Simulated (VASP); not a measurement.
# Pt (Fm-3m) in VASP: a series of runs

The runs below take Pt through relaxation of cell and atoms, electrostatic potential, with PBE.

All numbers are computed with VASP 6.6.1; they aren't measurements. Logs are shortened: lines on timing, memory, paths and dates and some standing lists are left out, and cuts for length are marked.

### Step 1. The structure

Symmetry: Fm-3m, No. 225, cubic system. The conventional cell has a = 3.920 Å, b = 3.920 Å, c = 3.920 Å, α = 90.00°, β = 90.00°, γ = 90.00°. Pt (site symmetry m-3m) is surrounded by 12 Pt at 2.77 Å.

The cell was built by a generator and needn't be a form met in nature.

### Step 2. Relaxation of cell and atoms, PBE

INCAR

```
SYSTEM = Pt
PREC = Accurate
ENCUT = 600
EDIFF = 1E-6
ISMEAR = 1
SIGMA = 0.1
LREAL = .False.
LASPH = .True.
NELM = 120
ALGO = Normal
ISIF = 3
LWAVE = .False.
LCHARG = .False.
GGA = PE
IBRION = 2
NSW = 60
EDIFFG = -0.005
```

KPOINTS

```
Automatic mesh
0
Gamma
  18 18 18
  0 0 0
```

POSCAR

```
Pt
1.0
    0.0000000000      1.9600000000      1.9600000000
    1.9600000000      0.0000000000      1.9600000000
    1.9600000000      1.9600000000      0.0000000000
Pt
1
Direct
    0.0000000000      0.0000000000      0.0000000000
```

Potentials or basis: VASP PAW PBE potentials, release 64 (Pt).

Started as:

```console
$ cat potpaw_PBE.64/Pt/POTCAR > POTCAR
$ mpirun -np 1 vasp_std > vasp.out
```

OUTCAR:

```text
SYSTEM = Pt
   PREC = Accurate
   ENCUT = 600
   EDIFF = 1E-6
   ISMEAR = 1
   LREAL = .False.
   LASPH = .True.
   NELM = 120
   ISIF = 3
   GGA = PE
   IBRION = 2
   NSW = 60
   EDIFFG = -0.005

 ion  position               nearest neighbor table
   1  0.000  0.000  0.000-

  LATTYP: Found a face centered cubic cell.
 ALAT       =     3.9200000000

  Lattice vectors:

 A1 = (   0.0000000000,   1.9600000000,   1.9600000000)
 A2 = (   1.9600000000,   0.0000000000,   1.9600000000)
 A3 = (   1.9600000000,   1.9600000000,   0.0000000000)

Analysis of symmetry for initial positions (statically):
=====================================================================
 Subroutine PRICEL returns:
 Original cell was already a primitive cell.

 Routine SETGRP: Setting up the symmetry group for a
 face centered cubic supercell.

 Subroutine GETGRP returns: Found 48 space group operations
 (whereof 48 operations were pure point group operations)
 out of a pool of 48 trial point group operations.

The static configuration has the point symmetry O_h .

Analysis of symmetry for dynamics (positions and initial velocities):
=====================================================================
 Subroutine PRICEL returns:
 Original cell was already a primitive cell.

 Routine SETGRP: Setting up the symmetry group for a
 face centered cubic supercell.

 Subroutine GETGRP returns: Found 48 space group operations
 (whereof 48 operations were pure point group operations)
 out of a pool of 48 trial point group operations.

The dynamic configuration has the point symmetry O_h .

 Subroutine INISYM returns: Found 48 space group operations
 (whereof 48 operations are pure point group operations),
 and found     1 'primitive' translations

----------------------------------------------------------------------------------------

                                     Primitive cell

  volume of cell :      15.0591

  direct lattice vectors                    reciprocal lattice vectors
     0.000000000  1.960000000  1.960000000    -0.255102041  0.255102041  0.255102041
     1.960000000  0.000000000  1.960000000     0.255102041 -0.255102041  0.255102041
     1.960000000  1.960000000  0.000000000     0.255102041  0.255102041 -0.255102041

  length of vectors
     2.771858582  2.771858582  2.771858582     0.441849696  0.441849696  0.441849696

  position of ions in fractional coordinates (direct lattice)
     0.000000000  0.000000000  0.000000000

  ion indices of the primitive-cell ions
   primitive index   ion index
                 1           1

----------------------------------------------------------------------------------------

 KPOINTS: Automatic mesh

Automatic generation of k-mesh.
 Grid dimensions read from file:
 generate k-points for:   18   18   18

 Generating k-lattice:

  Cartesian coordinates                     Fractional coordinates (reciprocal lattice)
    -0.014172336  0.014172336  0.014172336     0.055555556  0.000000000  0.000000000
     0.014172336 -0.014172336  0.014172336     0.000000000  0.055555556  0.000000000
     0.014172336  0.014172336 -0.014172336     0.000000000  0.000000000  0.055555556

  Length of vectors
     0.024547205  0.024547205  0.024547205

  Shift w.r.t. Gamma in fractional coordinates (k-lattice)
     0.000000000  0.000000000  0.000000000

 Subroutine IBZKPT returns following result:
 ===========================================

 Found    195 irreducible k-points:

 Following reciprocal coordinates:
            Coordinates               Weight
  0.000000  0.000000  0.000000      1.000000
  0.055556  0.000000  0.000000      8.000000
  0.111111  0.000000  0.000000      8.000000
  0.166667  0.000000  0.000000      8.000000
  0.222222  0.000000  0.000000      8.000000
  0.277778  0.000000  0.000000      8.000000
[... 16 lines left out ...]
 -0.277778  0.055556  0.000000     24.000000
 -0.222222  0.055556  0.000000     24.000000
 [... further k-points ...]
   k-points           NKPTS =    195   k-points in BZ     NKDIM =    195   number of bands    NBANDS=      9
   number of dos      NEDOS =    301   number of ions     NIONS =      1
   total plane-waves  NPLWV =  13824
   dimension x,y,z NGX =    24 NGY =   24 NGZ =   24
   dimension x,y,z NGXF=    48 NGYF=   48 NGZF=   48
   ions per type =               1
   NGX,Y,Z   is equivalent  to a cutoff of  14.39, 14.39, 14.39 a.u.
   NGXF,Y,Z  is equivalent  to a cutoff of  28.79, 28.79, 28.79 a.u.
 SYSTEM =  Pt
   PREC   = accura    normal or accurate (medium, high low for compatibility)
   ISTART =      0    job   : 0-new  1-cont  2-samecut
   ICHARG =      2    charge: 1-file 2-atom 10-const
   ISPIN  =      1    spin polarized calculation?
   LNONCOLLINEAR =      F non collinear calculations
   LSORBIT =      F    spin-orbit coupling
   LASPH  =      T    aspherical Exc in radial PAW
   ENCUT  =  600.0 eV  44.10 Ry    6.64 a.u.   5.54  5.54  5.54*2*pi/ulx,y,z
   NELM   =    120;   NELMIN=  2; NELMDL= -5     # of ELM steps
   EDIFF  = 0.1E-05   stopping-criterion for ELM
   LREAL  =      F    real-space projection
   EDIFFG = -.5E-02   stopping-criterion for IOM
   NSW    =     60    number of steps for IOM
   IBRION =      2    ionic relax: 0-MD 1-quasi-New 2-CG
   NFREE  =      1    steps in history (QN), initial steepest desc. (CG)
   ISIF   =      3    stress and relaxation
   ISYM   =      2    0-nonsym 1-usesym 2-fastsym
   POTIM  = 0.5000    time-step for ionic-motion
   TEBEG  =    0.0;   TEEND  =   0.0 temperature during run
   PSTRESS=    0.0 pullay stress
   NELECT =      10.0000    total number of electrons
   NUPDOWN=      -1.0000    fix difference up-down
   EMIN   =  10.00;   EMAX   =-10.00  energy-range for DOS
   EFERMI =   0.00;   METHOD = LEGACY
   ISMEAR =     1;   SIGMA  =   0.10  broadening in eV -4-tet -1-fermi 0-gaus
   EFERMI_NEDOS =   21; number of points for ismear=-14 and -15
   IALGO  =     38    algorithm
   IMIX   =      4    mixing-type and parameters
     AMIX     =   0.40;   BMIX     =  1.00
     AMIX_MAG =   1.60;   BMIX_MAG =  1.00
  volume/ion in A,a.u.               =      15.06       101.62
  Fermi-wavevector in a.u.,A,eV,Ry     =   1.428265  2.699029 27.755077  2.039941
  Thomas-Fermi vector in A             =   2.548345
   LORBIT       =      0    0 simple, 1 ext, 2 COOP (PROOUT), +10 PAW based schemes
   GGA     = PE    functional components
   LHFCALC =     F    Hartree Fock is set to
   AEXX    =    0.0000 exact exchange contribution
   IVDW    =     0    specifies the selected vdW correction
   LEPSILON=     F    determine dielectric tensor
   LRPA    =     F    only Hartree local field effects (RPA)
 conjugate gradient relaxation of ions
 non-spin polarized calculation
 Methfessel and Paxton  Order N= 1 SIGMA  =   0.10
  energy-cutoff  :      600.00
  volume of cell :       15.06
 maximum number of plane-waves:       531
 NGX is ok and might be reduce to    24
   NGX = 11   NGY = 11   NGZ = 11

--------------------------------------- Ionic step        1  -------------------------------------------

 number of electron      10.0000000 magnetization

 Free energy of the ion-electron system (eV)
  ---------------------------------------------------
  ext. energy  EPLUGINS =         0.00000000
  ---------------------------------------------------
  free energy    TOTEN  =        -6.07799992 eV

  energy without entropy =       -6.07728234  energy(sigma->0) =       -6.07776073

------------------------ aborting loop because EDIFF is reached ----------------------------------------

  FORCE on cell =-STRESS in cart. coord.  units (eV):
  Direction    XX          YY          ZZ          XY          YZ          ZX
  --------------------------------------------------------------------------------------
  -------------------------------------------------------------------------------------
  Total        0.9348859      0.9348859      0.9348859     -0.0000000      0.0000000     -0.0000000
  in kB       99.4651575     99.4651575     99.4651575     -0.0000000      0.0000000     -0.0000000
  external PRESSURE =      99.4651575 kB  Pullay stress =       0.0000000 kB

 VOLUME and BASIS-vectors are now :
 -----------------------------------------------------------------------------
  energy-cutoff  :      600.00
  volume of cell :       15.06
      direct lattice vectors                 reciprocal lattice vectors
     0.000000000  1.960000000  1.960000000    -0.255102041  0.255102041  0.255102041
     1.960000000  0.000000000  1.960000000     0.255102041 -0.255102041  0.255102041
     1.960000000  1.960000000  0.000000000     0.255102041  0.255102041 -0.255102041

 POSITION                                       TOTAL-FORCE (eV/Angst)
 -----------------------------------------------------------------------------------
      0.00000      0.00000      0.00000         0.000000      0.000000      0.000000
 -----------------------------------------------------------------------------------
    total drift:                               -0.000000      0.000000      0.000000

  FREE ENERGIE OF THE ION-ELECTRON SYSTEM (eV)
  ---------------------------------------------------
  free  energy   TOTEN  =        -6.0779999198 eV

  energy  without entropy=       -6.0772823380  energy(sigma->0) =       -6.07776073

--------------------------------------- Ionic step        2  -------------------------------------------

 number of electron      10.0000001 magnetization

 E-fermi :   8.9188     XC(G=0): -12.7145

 val. band max:        8.9171324890   @ k =   0.4444   0.1111   0.0000
 cond. band min:       8.9230237358   @ k =  -0.4444   0.2778   0.0556
 fundamental gap:      0.0058912468
 Fermi energy:         8.9187652065

 k-point     1 :       0.0000    0.0000    0.0000
  band No.  band energies     occupation
      1       0.0957      2.00000
      2       5.8624      2.00000
      3       5.8624      2.00000
      4       5.8624      2.00000
      5       7.5956      2.00000
      6       7.5956      2.00000
      7      23.8270      0.00000
      8      28.0640      0.00000
      9      28.0640      0.00000

 k-point     2 :       0.0556    0.0000    0.0000
  band No.  band energies     occupation
      1       0.2055      2.00000
      2       5.8190      2.00000
      3       5.9034      2.00000
      4       5.9034      2.00000
      5       7.5746      2.00000
      6       7.5746      2.00000
      7      23.9789      0.00000
      8      27.3995      0.00000
      9      28.2138      0.00000
[... 321 lines left out ...]
 POSITION                                       TOTAL-FORCE (eV/Angst)
 -----------------------------------------------------------------------------------
      0.00000      0.00000      0.00000         0.000000      0.000000      0.000000
 -----------------------------------------------------------------------------------
    total drift:                               -0.000000      0.000000     -0.000000

  FREE ENERGIE OF THE ION-ELECTRON SYSTEM (eV)
  ---------------------------------------------------
  free  energy   TOTEN  =        -6.0944204529 eV

  energy  without entropy=       -6.0936661063  energy(sigma->0) =       -6.09416900

--------------------------------------- Ionic step        4  -------------------------------------------

 number of electron      10.0000002 magnetization

 Free energy of the ion-electron system (eV)
  ---------------------------------------------------
  ext. energy  EPLUGINS =         0.00000000
  ---------------------------------------------------
  free energy    TOTEN  =        -6.09444350 eV

  energy without entropy =       -6.09368980  energy(sigma->0) =       -6.09419227

 E-fermi :  10.6105     XC(G=0): -13.2829

 val. band max:       10.6089610816   @ k =  -0.3333   0.3889   0.1111
 cond. band min:      10.6202335498   @ k =   0.4444   0.1111   0.0000
 fundamental gap:      0.0112724682
 Fermi energy:        10.6104561041

 k-point     1 :       0.0000    0.0000    0.0000
  band No.  band energies     occupation
      1       0.7783      2.00000
      2       7.0278      2.00000
      3       7.0278      2.00000
      4       7.0278      2.00000
      5       9.0625      2.00000
      6       9.0625      2.00000
      7      25.3403      0.00000
      8      30.1109      0.00000
      9      30.1109      0.00000

 k-point     2 :       0.0556    0.0000    0.0000
  band No.  band energies     occupation
      1       0.8987      2.00000
      2       6.9753      2.00000
      3       7.0752      2.00000
      4       7.0752      2.00000
      5       9.0364      2.00000
      6       9.0364      2.00000
      7      25.5233      0.00000
      8      29.4446      0.00000
      9      30.2913      0.00000
[... 286 lines left out ...]
 POSITION                                       TOTAL-FORCE (eV/Angst)
 -----------------------------------------------------------------------------------
      0.00000      0.00000      0.00000         0.000000     -0.000000      0.000000
 -----------------------------------------------------------------------------------
    total drift:                               -0.000000      0.000000      0.000000

  FREE ENERGIE OF THE ION-ELECTRON SYSTEM (eV)
  ---------------------------------------------------
  free  energy   TOTEN  =        -6.0944435027 eV

  energy  without entropy=       -6.0936898034  energy(sigma->0) =       -6.09419227

 reached required accuracy - stopping structural energy minimisation
```

Wall time 30 s (1 thread of Intel Xeon Platinum 8375C at 2.90GHz (Ice Lake), shared host); peak memory 0.18 GiB.

What came out:

- Free energy: -6.0944 eV
- Relaxed volume: 15.61 Å³/atom
- Relaxed cell: a = 2.805 Å, b = 2.805 Å, c = 2.805 Å, α = 60.00°, β = 60.00°, γ = 60.00°
- Space group after relaxing (to 0.05 Å): Fm-3m (No. 225)
- Energy gained by relaxing: 16.4 meV/atom
- Ionic steps: 4
- Pressure after relaxing: 0.0 GPa
- Band gap on the k mesh: none (metal or under the smearing width)

The path:
```csv
step,energy change (eV),largest force (eV/Å),pressure (GPa),volume (Å³)
1,0.0000,0.0000,9.95,15.06
2,0.0845,0.0000,-18.40,17.19
3,-0.0164,0.0000,-0.32,15.63
4,-0.0164,0.0000,-0.03,15.61
```

Final structure:
```
Pt
1.0
     0.00000    1.98377    1.98377
     1.98377    0.00000    1.98377
     1.98377    1.98377    0.00000
Pt
1
Cartesian
  0.0000 0.0000 0.0000
```

Levels at points of the mesh, in eV from the Fermi level:
```tsv
k point	band 3	band 4	band 5	band 6	band 7	band 8
(0.00, 0.00, 0.00)	-3.58	-3.58	-1.55	-1.55	14.73	19.50
(0.50, 0.00, 0.00)	-3.64	-0.33	0.03	0.03	5.58	14.29
(0.50, 0.50, 0.00)	-0.01	0.45	0.45	1.85	8.51	11.28
```

Spin-orbit coupling is left out, which matters for the levels of Pt.

### Step 3. Electrostatic potential, PBE

This run uses another cell than the first one, of 15.61 Å³/atom, 1.037 times its volume.

INCAR

```
  PREC = Accurate
  ENCUT = 520
  EDIFF = 1E-6
  ISMEAR = 1
  SIGMA = 0.1
  LREAL = False
  LASPH = True
  NELM = 60
  ALGO = Normal
  ISIF = 2
  LWAVE = False
  LCHARG = True
  GGA = PE
  LVHAR = True
```

KPOINTS

```
regular mesh
0
Gamma
  18 18 18
```

POSCAR

```
Pt                                      
1.0
   -0.0000000000      1.9837721793      1.9837721793
    1.9837721793      0.0000000000      1.9837721793
    1.9837721793      1.9837721793     -0.0000000000
  Pt            
     1
Direct
     0.0000000000000000    0.0000000000000000    0.0000000000000000
```

Potentials or basis: VASP PAW PBE potentials, release 64 (Pt).

Started as:

```console
$ cat potpaw_PBE.64/Pt/POTCAR > POTCAR
$ mpirun -np 1 vasp_std > vasp.out
```

It took 10 s on 1 thread of Intel Xeon Platinum 8375C at 2.90GHz (Ice Lake), shared host; peak memory 0.16 GiB.

It converged, with:

```yaml
Free_energy: -6.0944 eV
Pressure: -0.1 GPa
Band_gap_on_the_k_mesh: none (metal or under the smearing width)
```

Levels at points of the mesh, in eV from the Fermi level:
| k point | band 2 | band 3 | band 4 | band 5 | band 6 | band 7 | band 8 | band 9 |
| --- | --- | --- | --- | --- | --- | --- | --- | --- |
| (0.00, 0.00, 0.00) | -3.58 | -3.58 | -3.58 | -1.55 | -1.55 | 14.73 | 19.50 | 19.50 |
| (0.50, 0.00, 0.00) | -3.64 | -3.64 | -0.33 | 0.03 | 0.03 | 5.58 | 14.29 | 18.74 |
| (0.50, 0.50, 0.00) | -6.27 | -0.01 | 0.45 | 0.45 | 1.85 | 8.51 | 11.28 | 11.28 |

The run has no spin-orbit coupling, so splittings on Pt are missing.
